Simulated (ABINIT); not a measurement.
Crystal: AgCl (Chlorargyrite).

```
CELL_PARAMETERS angstrom
0.00000 2.73500 2.73500
2.73500 0.00000 2.73500
2.73500 2.73500 0.00000
ATOMIC_POSITIONS crystal
Ag 0.00000 0.00000 0.00000
Cl 0.50000 0.50000 0.50000
```

Base run:

```yaml
Program: ABINIT 10.8.3 (patched build)
Functional: r2SCAN
Potentials_or_basis: JTH PAW PBE v2.0
Cutoff: 816 eV
k_mesh: 8 × 8 × 8
Occupations: fermi-dirac, width 0.05 eV
Spin: no spin polarisation
```

Its results: band gap on the k mesh 1.41 eV, indirect (least direct gap 3.84 eV); pressure 2.3 GPa.

Task: The run is repeated on the same cell with these changes: potentials or basis from JTH PAW PBE v2.0 to PseudoDojo NC SR PBE v0.4.1 standard; cutoff from 816 eV to 1333 eV; valence electrons from 18 to 26. What comes out?

Result: Band gap on the k mesh 1.32 eV, indirect (least direct gap 3.74 eV); pressure 1.8 GPa.

Caveats: the PAW data sets were made with another functional, which shifts forces and pressure a little (some runs); a meta-GGA on potentials with a model core is unreliable (some runs); the potentials were made for another functional, which shifts forces and pressure (some runs).
